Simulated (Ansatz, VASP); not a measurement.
**SiTe2 in two plane-wave programs**

Wanted: the spread between two codes on one cell, functional and k mesh. The cell is taken from a series of runs on this material, whose earlier steps may have relaxed, scaled, displaced or heated it; both programs get it as it stands.

Method: plane waves, with VASP 6.6.1 beside it; PBE, in Ansatz 0.2.0.

**1. Set-up**

The cell holds 6 atoms: 2 Si and 4 Te. Its edges and angles: a = 3.576 Å, b = 6.194 Å, c = 31.000 Å, α = 90.0°, β = 90.0°, γ = 90.0°. It derives from SiTe2. Vacuum lies along c.

As a file:

```cif
data_structure
_symmetry_space_group_name_H-M 'P 1'
_symmetry_Int_Tables_number 1
_cell_length_a 3.5763
_cell_length_b 6.1943
_cell_length_c 31.0000
_cell_angle_alpha 90.000
_cell_angle_beta 90.000
_cell_angle_gamma 90.000
_cell_volume 686.73
loop_
_atom_site_label
_atom_site_type_symbol
_atom_site_fract_x
_atom_site_fract_y
_atom_site_fract_z
_atom_site_occupancy
Si1 Si 0.00000 0.33333 0.32258 1
Si2 Si 0.50000 0.83333 0.32258 1
Te3 Te 0.50000 0.16667 0.38405 1
Te4 Te 0.00000 0.66667 0.38405 1
Te5 Te 0.50000 0.16667 0.26111 1
Te6 Te 0.00000 0.66667 0.26111 1
```

**2. VASP: single point, PBE, pair 1**

With cell and atoms fixed, the geometry can't cause a difference; cores, projectors, grids and the points listed under the comparison can.

Lines of VASP's logs that name or quote its potential files are left out, and so is its time.

Contents of INCAR:

```
SYSTEM = SiTe2
PREC = Accurate
ENCUT = 400
EDIFF = 1E-06
NELM = 120
ISMEAR = 1
SIGMA = 0.15
LREAL = .FALSE.
ALGO = Normal
GGA = PE
NBANDS = 22
LORBIT = 11
LWAVE = .FALSE.
LCHARG = .FALSE.
ISIF = 2
LDIPOL = .TRUE.
IDIPOL = 3
DIPOL = 0.5 0.5 0.323
LVHAR = .TRUE.
LASPH = .TRUE.
GGA_COMPAT = .FALSE.
NELMDL = -8
KPAR = 2
```

Contents of POSCAR:

```
SiTe2
1.0
    3.5762800656      0.0000000000      0.0000000000
    0.0000000000      6.1942987758      0.0000000000
    0.0000000000      0.0000000000     31.0000000000
Si Te
2 4
Direct
    0.0000000000      0.3333333333      0.3225806452
    0.5000000000      0.8333333333      0.3225806452
    0.5000000000      0.1666666667      0.3840501299
    0.0000000000      0.6666666667      0.3840501299
    0.5000000000      0.1666666667      0.2611111605
    0.0000000000      0.6666666667      0.2611111605
```

Contents of KPOINTS:

```
Automatic mesh
0
Gamma
10 6 1
0 0 0
```

The projector-augmented-wave data sets are Si and Te (PBE family, release 64).

Launch:

```bash
mpirun -np 2 vasp_std
```

Numbers of over 12 decimals in the logs are rounded to 6 here.

Output:

```text
[banner, memory and clock lines left out]
running    2 mpi-ranks, on    1 nodes
 distrk:  each k-point on    1 cores,    2 groups
 distr:  one band on    1 cores,    1 groups

 POSCAR found type information on POSCAR SiTe
 POSCAR found :  2 types and       6 ions
 LDA part: xc-table for (Slater+PW92), standard interpolation
 POSCAR, INCAR and KPOINTS ok, starting setup
 FFT: planning ... GRIDC
 FFT: planning ... GRID_SOFT
 FFT: planning ... GRID
 WAVECAR not read
 entering main loop
       N       E                     dE             d eps       ncg     rms          rms(c)
DAV:   1     0.210652655805E+03    0.21065E+03   -0.78680E+03  1056   0.797E+02
DAV:   2     0.362660833207E+01   -0.20703E+03   -0.19837E+03  1642   0.155E+02
DAV:   3    -0.208997301263E+02   -0.24526E+02   -0.24244E+02  1336   0.620E+01
DAV:   4    -0.218205837773E+02   -0.92085E+00   -0.91809E+00  1552   0.145E+01
DAV:   5    -0.218441048085E+02   -0.23521E-01   -0.23512E-01  1648   0.262E+00
DAV:   6    -0.218446792994E+02   -0.57449E-03   -0.57445E-03  1576   0.323E-01
DAV:   7    -0.218446979943E+02   -0.18695E-04   -0.18695E-04  1642   0.608E-02
DAV:   8    -0.218446986084E+02   -0.61407E-06   -0.61386E-06  1444   0.871E-03    0.121E+01
DAV:   9    -0.216834732806E+02    0.16123E+00   -0.40290E-01  1172   0.297E+00    0.626E+00
DAV:  10    -0.216622391363E+02    0.21234E-01   -0.10639E-01  1322   0.149E+00    0.166E+00
DAV:  11    -0.216607609346E+02    0.14782E-02   -0.90414E-03  1288   0.481E-01    0.673E-01
DAV:  12    -0.216599780909E+02    0.78284E-03   -0.17250E-03  1250   0.193E-01    0.107E-01
DAV:  13    -0.216597185403E+02    0.25955E-03   -0.29548E-04  1440   0.959E-02    0.314E-02
DAV:  14    -0.216597281596E+02   -0.96193E-05   -0.18089E-04  1296   0.521E-02    0.396E-02
DAV:  15    -0.216599198160E+02   -0.19166E-03   -0.76279E-05  1242   0.327E-02    0.189E-02
DAV:  16    -0.216600461344E+02   -0.12632E-03   -0.25179E-05  1214   0.191E-02    0.124E-02
DAV:  17    -0.216602665244E+02   -0.22039E-03   -0.28896E-05  1202   0.165E-02    0.131E-02
DAV:  18    -0.216602767340E+02   -0.10210E-04   -0.12857E-06  1122   0.429E-03    0.402E-03
DAV:  19    -0.216603313648E+02   -0.54631E-04   -0.17738E-06  1016   0.421E-03    0.211E-03
DAV:  20    -0.216603513244E+02   -0.19960E-04   -0.36905E-07   892   0.205E-03    0.233E-03
DAV:  21    -0.216603637687E+02   -0.12444E-04   -0.27994E-07   842   0.157E-03    0.583E-04
DAV:  22    -0.216603666687E+02   -0.29000E-05   -0.97734E-08   796   0.969E-04    0.220E-04
DAV:  23    -0.216603712390E+02   -0.45703E-05   -0.99473E-08   764   0.880E-04    0.176E-04
DAV:  24    -0.216603718740E+02   -0.63505E-06   -0.14680E-08   770   0.434E-04
   1 F= -.21660372E+02 E0= -.21660691E+02  d E =0.957583E-03
```

Parts of OUTCAR (step 2):

```text
ion  position               nearest neighbor table
   1  0.000  0.333  0.323-   3 2.81   5 2.81   3 2.81   5 2.81   4 2.81   6 2.81
   2  0.500  0.833  0.323-   4 2.81   6 2.81   4 2.81   6 2.81   5 2.81   3 2.81
   3  0.500  0.167  0.384-   1 2.81   1 2.81   2 2.81   4 3.58   4 3.58   4 3.58   4 3.58
   4  0.000  0.667  0.384-   2 2.81   2 2.81   1 2.81   3 3.58   3 3.58   3 3.58   3 3.58
   5  0.500  0.167  0.261-   1 2.81   1 2.81   2 2.81   6 3.58   6 3.58   6 3.58   6 3.58
   6  0.000  0.667  0.261-   2 2.81   2 2.81   1 2.81   5 3.58   5 3.58   5 3.58   5 3.58

  LATTYP: Found a simple orthorhombic cell.
 ALAT       =     3.5762800656
 B/A-ratio  =     1.7320508076
 C/A-ratio  =     8.6682249240

 Subroutine GETGRP returns: Found  4 space group operations
 (whereof  2 operations were pure point group operations)

The static configuration has the point symmetry C_1h.
 The point group associated with its full space group is C_2v.

 Found     24 irreducible k-points:

   k-points           NKPTS =     24   k-points in BZ     NKDIM =     24   number of bands    NBANDS=     22

   dimension x,y,z NGX =    24 NGY =   40 NGZ =  210
   dimension x,y,z NGXF=    48 NGYF=   80 NGZF=  420

   ENCUT  =  400.0 eV  29.40 Ry    5.42 a.u.   5.83 10.10 50.55*2*pi/ulx,y,z

   NELECT =      32.0000    total number of electrons

 k-points in reciprocal lattice and weights: Automatic mesh
   0.00000000  0.00000000  0.00000000       0.017
   0.10000000  0.00000000  0.00000000       0.033
   0.20000000  0.00000000  0.00000000       0.033
   0.30000000  0.00000000  0.00000000       0.033
   0.40000000  0.00000000  0.00000000       0.033
   0.50000000  0.00000000  0.00000000       0.017
   0.00000000  0.16666667  0.00000000       0.033
   0.10000000  0.16666667  0.00000000       0.067
   0.20000000  0.16666667  0.00000000       0.067
[...]
0.40000000  0.50000000  0.00000000       0.033
   0.50000000  0.50000000  0.00000000       0.017

 dipolmoment           0.000000      0.000000      0.000007 electrons x Angstroem

 average (electrostatic) potential at core
       1 -92.0634       2 -92.0634       3 -96.6243       4 -96.6243       5 -96.6243
       6 -96.6243

 E-fermi :  -2.1085

 k-point     1 :       0.0000    0.0000    0.0000
  band No.  band energies     occupation
    ...
      9      -5.1772      2.00000
     10      -3.7313      2.00000
     11      -3.4959      2.00000
     12      -2.9971      2.00000
     13      -2.2491      2.03473
     14      -1.6121     -0.00003
     15      -1.6101     -0.00003
     16      -0.9651     -0.00000
     17      -0.4498     -0.00000
     18      -0.4467     -0.00000
    ...

 k-point     2 :       0.1000    0.0000    0.0000
  band No.  band energies     occupation
    ...
     10      -4.6532      2.00000
     11      -3.1852      2.00000
     12      -3.1466      2.00000
     13      -2.8015      2.00000
     14      -2.6999      2.00000
     15      -1.9176     -0.07025
     16      -1.2641     -0.00000
     17      -0.6488     -0.00000
     18      -0.5369     -0.00000
     19       0.3704     -0.00000
    ...

 k-point     3 :       0.2000    0.0000    0.0000
  band No.  band energies     occupation
    ...
     12      -4.2048      2.00000
     13      -2.8587      2.00000
     14      -2.7834      2.00000
     15      -2.7209      2.00000
     16      -2.7094      2.00000
     17      -1.2715     -0.00000
     18      -0.3586     -0.00000
     19      -0.3427     -0.00000
     20       0.8768     -0.00000
     21       1.2991      0.00000
    ...

  Total       -0.1826136      0.1550285     -0.3263697      0.0000000      0.0000000      0.0000000
  in kB       -0.4260479      0.3616902     -0.7614388      0.0000000      0.0000000      0.0000000
  external PRESSURE =      -0.2752655 kB  Pullay stress =       0.0000000 kB

  energy-cutoff  :      400.00
  volume of cell :      686.73
      direct lattice vectors                 reciprocal lattice vectors
     3.576280066  0.000000000  0.000000000     0.279620159  0.000000000  0.000000000
     0.000000000  6.194298776  0.000000000     0.000000000  0.161438774  0.000000000
     0.000000000  0.000000000 31.000000000     0.000000000  0.000000000  0.032258065

 POSITION                                       TOTAL-FORCE (eV/Angst)
 -----------------------------------------------------------------------------------
      0.00000      2.06477     10.00000         0.000000     -0.002463      0.000000
      1.78814      5.16192     10.00000         0.000000     -0.002463      0.000000
      1.78814      1.03238     11.90555        -0.000000      0.001231     -0.039590
      0.00000      4.12953     11.90555         0.000000      0.001231     -0.039590
      1.78814      1.03238      8.09445        -0.000000      0.001231      0.039590
      0.00000      4.12953      8.09445         0.000000      0.001231      0.039590
 -----------------------------------------------------------------------------------
    total drift:                               -0.000000      0.000664      0.000060

  FREE ENERGIE OF THE ION-ELECTRON SYSTEM (eV)
  ---------------------------------------------------
  free  energy   TOTEN  =       -21.6603718740 eV

  energy  without entropy=      -21.6613294569  energy(sigma->0) =      -21.66069107

 vacuum level on the upper side and lower side of the slab         2.677         2.677

 total charge
# of ion       s       p       d       tot
------------------------------------------
    1        0.859   0.651   0.000   1.509
    2        0.859   0.651   0.000   1.509
    3        1.409   1.857   0.045   3.311
    4        1.409   1.857   0.045   3.311
    5        1.409   1.857   0.045   3.311
    6        1.409   1.857   0.045   3.311
--------------------------------------------------
tot          7.353   8.728   0.180  16.262

[... 3 further parts left out ...]
```

The run ends at a pressure of -0.03 GPa, with forces up to 0.040 eV/Å.

**3. Ansatz: single point, PBE, pair 1**

Ansatz runs on its default PAW (the set named soft_2) files.

The same cell, functional, mesh and smearing now go to Ansatz, which takes its cutoff from its data sets.

Contents of input.yaml:

```yaml
crystal:
  lattice:
    - [3.5762800656, 0.0, 0.0]
    - [0.0, 6.1942987758, 0.0]
    - [0.0, 0.0, 31.0]
  atoms:
    - { symbol: Si, position: [0.0, 0.3333333333, 0.3225806452] }
    - { symbol: Si, position: [0.5, 0.8333333333, 0.3225806452] }
    - { symbol: Te, position: [0.5, 0.1666666667, 0.3840501299] }
    - { symbol: Te, position: [1.0, 0.6666666667, 0.3840501299] }
    - { symbol: Te, position: [0.5, 0.1666666667, 0.2611111605] }
    - { symbol: Te, position: [1.0, 0.6666666667, 0.2611111605] }
  periodic: [true, true, false]
kpoints:
  mp_grid: { grid: [10, 6, 1] }
hamiltonian:
  xc: pbe
scf:
  occupations: { method: methfessel_paxton, width: 0.15 }
output:
  forces: true
  stress: true
  eigenvalues: true
```

Launch:

```bash
ansatz run input.yaml --threads 8 --pin off --max-ram 14336MiB --backend cpu --events-out ev --progress --plain --runs-dir out
```

Output:

```text
Engine: ansatz 0.2.0, x86_64-unknown-linux-gnu
Pseudopotentials: kind: paw
Pseudopotential: Si, paw, valence charge 4, recommended cutoff 420 eV (normal), Si.paw.azcp
Pseudopotential: Te, paw, valence charge 16, recommended cutoff 420 eV (normal), Te.paw.azcp
Functional definition: PBE
  parameter kappa = 0.804
  parameter beta = 0.066725
  exchange = pbe_x(kappa = kappa, mu = beta*pi^2/3)
  correlation = pbe_c(beta = beta)
Crystal: 6 atoms, lattice volume = 686.729 Å³
Basis set: ecut = 420 eV, 13325 PW (Γ), exchange–correlation on 48×90×432 points (8 copies of the dense FFT grid, shifted against one another)
Bands: 44, of which v1, the nominal top of the filled ones, is band 36 counted from 1 (35 counted from 0)
Symmetry: 8 space group operations
Space group: P-6m2 (ITA 187), of the structure as read, at distance tolerance 8.8e-5 Å
k-points: 24 of 60 (time reversal used)
Non-local potential: Si, projectors of the file, l = 0: 2, l = 1: 2, l = 2: 2
Non-local potential: Te, projectors of the file, l = 0: 2, l = 1: 2, l = 2: 2, l = 3: 2
PAW form: soft (Blöchl's): semilocal exchange-correlation on the pseudo side does not see the compensation charge
PAW one-centre angular grid: Si, 110 points (default); XC on 64 Gauss nodes
PAW one-centre angular grid: Te, 590 points (default); XC on 64 Gauss nodes
Initial density: superposition of atomic densities (neutral atoms: chi_scale 0, normalization atom), corrected by the library's trained network
Initial wavefunctions: pseudopotential atomic-orbital guess
Functional: x = pbe(κ = 0.804, μ = 0.219515), c = pbe(β = 0.066725)
SCF iter   1: F=—  HF=-29189.700736 eV  |F-HF|=—  |Δ(HF+E_count)|=         —  Δρ=1.42e-3  dr2=1.36e-2  ethr=1.77e-3  ⟨swp⟩=13.5  Hψ=6278  notcnv=0
preconditioner: auto → LDOS  [metal: Δε(μ)=0.066 eV  Ē_g=7.933 eV  σ=0.150 eV  W_gap=0.36  n_scr=62 (ndim 8)  ℏωp=8.0 eV  f_vac=0.735  D(μ)=3.10/eV (n_scr^D=8)  β→1.0]
SCF iter   2: F=—  HF=-29189.701700 eV  |F-HF|=—  |Δ(HF+E_count)|=   9.64e-4  S|Δr|=    0.00e0  Δρ=4.30e-4  dr2=2.02e-3  ethr=1.89e-5  ⟨swp⟩=3.4  Hψ=2569  notcnv=0  defer=15
SCF iter   3: F=—  HF=-29189.702051 eV  |F-HF|=—  |Δ(HF+E_count)|=   3.52e-4  S|Δr|=    0.00e0  Δρ=3.49e-4  dr2=2.13e-3  ethr=2.80e-6  ⟨swp⟩=3.0  Hψ=2218  notcnv=0  defer=15
SCF iter   4: F=—  HF=-29189.701596 eV  |F-HF|=—  |Δ(HF+E_count)|=   4.55e-4  S|Δr|=    0.00e0  Δρ=6.28e-5  dr2=4.17e-5  ethr=2.80e-6  ⟨swp⟩=4.0  Hψ=2442  notcnv=0  defer=15
SCF iter   5: F=—  HF=-29189.701612 eV  |F-HF|=—  |Δ(HF+E_count)|=   1.63e-5  S|Δr|=    0.00e0  Δρ=9.54e-6  dr2=1.68e-6  ethr=5.79e-8  ⟨swp⟩=3.9  Hψ=2685  notcnv=0  defer=15
SCF iter   6: F=-29189.701613 eV  HF=-29189.701613 eV  |F-HF|=3.63e-8  |Δ(HF+E_count)|=   5.59e-7  S|Δr|=    0.00e0  Δρ=2.28e-6  dr2=4.55e-8  ethr=1.39e-10  ⟨swp⟩=16.0  Hψ=7412  notcnv=0
SCF 1 converged in 6 iterations: F = -29189.701613 eV  dr2 = 4.55e-8
  greatest PAW one-centre occupation: 0.998 electrons in one spin orbital (limit 2), on the Te atom at site 5 (counted from 0), in its partial waves of l = 2
SCF converged after 6 iterations
Stability not checked: this state was not tested for a lower state beside it, because cold or Methfessel-Paxton smearing, or corrected tetrahedra, fill the levels in a way that the test cannot read (fill_not_monotonic; see scf.lower_state_search)
Free energy (F): -29189.701613 eV
Harris-Foulkes:  -29189.701613 eV  (|F-HF|=3.63e-8)
Internal energy: -29189.702549 eV  (E = F + TS)
E sigma→0 (E₀):  -29189.701847 eV
Entropy (-TS):   0.000937 eV (0.156 meV/atom)
Fermi energy:    -4.781475 eV
--- Per-component energies (eV) ---
  E_band       = -1981.705031
  E_kinetic    = 798.787925
  E_local      = -123692.127658  (includes V_loc(G=0)·N_el)
  E_nonlocal   = -1190.341342
  E_hartree    = 62066.582512
  E_xc         = -606.096066
  E_vxc        = -507.951732  (∫ρ·V_xc dr)
  E_paw        = -19673.228415  (= ΣΔE_a)
  E_vpaw       = -1523.261008  (= ΣTr[D̂ρ^β])
  E_aug_tail   = -0.000737  (compensation charges beyond the density's cutoff)
  E_ewald      = 53106.721232
  E_smearing   = 0.000937  (= −TS)
  E_closure    = -0.000000  (closes the sum)
  Σ components = -29189.701613   (vs F -29189.701613, Δ=0.00e0)
--- Forces (eV/Å), atoms counted from 1 ---
  atom   1  Si    -0.00000000    -0.00249660    -0.00000000
  atom   2  Si    -0.00000000    -0.00249660    -0.00000000
  atom   3  Te     0.00000000     0.00124923    -0.04889852
  atom   4  Te     0.00000000     0.00124923    -0.04889852
  atom   5  Te     0.00000000     0.00124923     0.04889852
  atom   6  Te     0.00000000     0.00124923     0.04889852
  max |Σ_I F_I| component: 3.71e-6 eV/Å
--- 2D stress c σ (N/m, compression-positive) ---
       -0.111704      -0.000000       0.000000
       -0.000000       0.121546       0.000000
        0.000000       0.000000       0.000000
  P = ½ c Tr σ = 0.0049 N/m
--- Band table (eV; the first three rows and the last of 24) ---
  k-point 0: bands = [... 32 lower, -4.9223, -4.2825, -4.2805, -3.6346, -3.1253, -3.1222, -2.8685, -2.2498, ... 4 higher]
  k-point 1: bands = [... 32 lower, -5.3265, -4.8326, -4.5341, -3.8952, -3.2966, -3.2377, -2.7585, -1.9562, ... 4 higher]
  k-point 2: bands = [... 32 lower, -5.3520, -5.0650, -4.9025, -4.5729, -3.7070, -3.2548, -2.4742, -2.0594, ... 4 higher]
  k-point 23: bands = [... 32 lower, -6.1705, -6.1705, -5.6749, -5.6749, -4.9209, -4.9209, -2.8689, -2.8689, ... 4 higher]
  ° read free of the cell's end (the report's vacuum.weakly_bound_levels)
```

Reading the cycles: dr2 is the Hartree energy of the density residual (eV), the measure of convergence; HF is the Harris–Foulkes estimate of the energy, which meets the free energy F at convergence.

**4. Side by side**

Known differences besides the potentials themselves: Ansatz cuts the interaction across the vacuum, VASP repeats the sheet with a dipole correction (LDIPOL); the data sets hold 72 valence electrons in Ansatz (on its default PAW (the set named soft_2) files) and 32 in VASP; the cutoff is 420 eV in Ansatz and 400 eV in VASP. Total energies have different zeros and are not compared.

The largest component of a force difference here is 9 meV/Å. Where the cell holds vacuum, a pressure given here is an average over it and none of the material.

**5. VASP: single point, PBE, pair 2**

A single point takes one fixed geometry, so differences don't come from the geometry; what else differs is listed under the comparison.

INCAR is that of step 2.

Contents of POSCAR:

```
SiTe2
1.0
    3.5762800656      0.0000000000      0.0000000000
    0.0000000000      6.1942987758      0.0000000000
    0.0000000000      0.0000000000     31.0000000000
Si Te
2 4
Direct
    0.0000000000      0.3333333333      0.3215070113
    0.5000000000      0.8333333333      0.3236542791
    0.5000000000      0.1559846936      0.3880300331
    0.0000000000      0.6773486397      0.3800702267
    0.5000000000      0.1773486397      0.2650910637
    0.0000000000      0.6559846936      0.2571312572
```

KPOINTS is that of step 2.

Launch:

```bash
mpirun -np 2 vasp_std
```

Output:

```text
[... set-up lines as in an earlier step ...]
 entering main loop
       N       E                     dE             d eps       ncg     rms          rms(c)
DAV:   1     0.211246989879E+03    0.21125E+03   -0.78721E+03  1056   0.797E+02
DAV:   2     0.379375355295E+01   -0.20745E+03   -0.19911E+03  1650   0.155E+02
DAV:   3    -0.208953967168E+02   -0.24689E+02   -0.24399E+02  1328   0.621E+01
DAV:   4    -0.218157498628E+02   -0.92035E+00   -0.91775E+00  1562   0.146E+01
[...]
DAV:  23    -0.216401146913E+02   -0.12200E-05   -0.55036E-08   808   0.659E-04    0.518E-04
DAV:  24    -0.216401185097E+02   -0.38184E-05   -0.80218E-08   800   0.772E-04    0.404E-04
DAV:  25    -0.216401193954E+02   -0.88575E-06   -0.15756E-08   764   0.365E-04
   1 F= -.21640119E+02 E0= -.21637901E+02  d E =-.665478E-02
```

OUTCAR, selected parts (step 5):

```text
  Total        0.5532386      1.0824294     -0.0380223      0.0000000      0.0000000      0.0000000
  in kB        1.2907367      2.5253687     -0.0887083      0.0000000      0.0000000      0.0000000
  external PRESSURE =       1.2424657 kB  Pullay stress =       0.0000000 kB

 POSITION                                       TOTAL-FORCE (eV/Angst)
 -----------------------------------------------------------------------------------
      0.00000      2.06477      9.96672         0.000000      0.125300      0.256666
      1.78814      5.16192     10.03328         0.000000      0.125300     -0.256666
      1.78814      0.96622     12.02893         0.000000      0.028591     -0.105469
      0.00000      4.19570     11.78218         0.000000     -0.153891      0.120697
      1.78814      1.09855      8.21782         0.000000     -0.153891     -0.120697
      0.00000      4.06337      7.97107         0.000000      0.028591      0.105469
 -----------------------------------------------------------------------------------
    total drift:                               -0.000000      0.000420      0.000068

  FREE ENERGIE OF THE ION-ELECTRON SYSTEM (eV)
  ---------------------------------------------------
  free  energy   TOTEN  =       -21.6401193954 eV

  energy  without entropy=      -21.6334646195  energy(sigma->0) =      -21.63790114

[... 2 parts as in an earlier step ...]

[... 1 further part left out ...]
[key lines of the parts left out:]
E-fermi :  -2.0269
```

The run ends at a pressure of 0.12 GPa, with forces up to 0.29 eV/Å.

[end of part 1 of 2]

[Lines on the potential files, build, host, timing and source positions are cut from VASP's logs without a mark.]

[Logs are printed without paths, hosts, clocks, repeated set-up lines and the standing remarks that a program may print on its own settings, such as how far it seeks lower states.]

[Hosts, paths, dates, database ids (printed as entryN), source tags and the programs' standing remarks are cut or masked in the printed files.]
